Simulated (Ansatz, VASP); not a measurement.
One calculation of MgO, two programs

The input POSCAR:

```
MgO
1.0
    0.0000000000      2.2820056617      2.2820056617
    2.2820056617      0.0000000000      2.2820056617
    2.2820056617      2.2820056617      0.0000000000
Mg O
1 1
Direct
    0.0000000000      0.0000000000      0.0000000000
    0.2500000000      0.2500000000      0.2500000000
```

File INCAR.step1:

```
SYSTEM = MgO
  PREC = Accurate
  ENCUT = 520
  ISMEAR = 0
  SIGMA = 0.01
  LREAL = .FALSE.
  LASPH = .TRUE.
  NELM = 100
  NBANDS = 11
  GGA = PE
  ALGO = Normal
  EDIFF = 1E-4
  LWAVE = .TRUE.
  LCHARG = .FALSE.
```

The input INCAR.step2:

```
SYSTEM = MgO
  PREC = Accurate
  ENCUT = 520
  EDIFF = 1E-7
  ISMEAR = 0
  SIGMA = 0.01
  LREAL = .FALSE.
  LASPH = .TRUE.
  NELM = 100
  ALGO = Normal
  ISIF = 2
  LWAVE = .FALSE.
  LCHARG = .TRUE.
  METAGGA = R2SCAN
  LMIXTAU = .TRUE.
  LELF = .TRUE.
  LVHAR = .TRUE.
  NBANDS = 11
  ISTART = 1
```

Contents of KPOINTS:

```
regular mesh
0
G
  8 8 8
  0 0 0
```

Input for Ansatz:

```yaml
crystal:
  lattice:
    - [0.0, 2.2820056617, 2.2820056617]
    - [2.2820056617, 0.0, 2.2820056617]
    - [2.2820056617, 2.2820056617, 0.0]
  atoms:
    - { symbol: Mg, position: [0.0, 0.0, 0.0] }
    - { symbol: O, position: [0.25, 0.25, 0.25] }
kpoints:
  mp_grid: { grid: [8, 8, 8] }
hamiltonian:
  xc: r2scan
scf:
  occupations: { method: fixed }
  n_extra_bands: 4
output:
  forces: true
  stress: true
  eigenvalues: true
```

Alike in both runs: task single point; functional r2SCAN; k mesh 8 × 8 × 8; no spin polarisation.

|  | VASP | Ansatz |
| --- | --- | --- |
| version | VASP 6.6.1 | Ansatz 0.2.0 |
| potentials or method | VASP PAW PBE potentials, release 64 (Mg, O) | plane waves, PAW |
| plane-wave cutoff (eV) | 520 | 500 |
| occupations | gaussian, width 0.01 eV | fixed |
| valence electrons in the cell | 8 | 16 |

|  | VASP | Ansatz | Ansatz less VASP |
| --- | --- | --- | --- |
| gap on the k mesh at the Fermi level (eV) | 4.32 | 4.34 | +0.014 |
| pressure (GPa) | -0.6 | 0.0 | +0.57 |

The two sets of potentials don't hold the same shells in valence.

Caveats: the PAW data sets were made with another functional, which shifts forces and pressure a little (VASP).
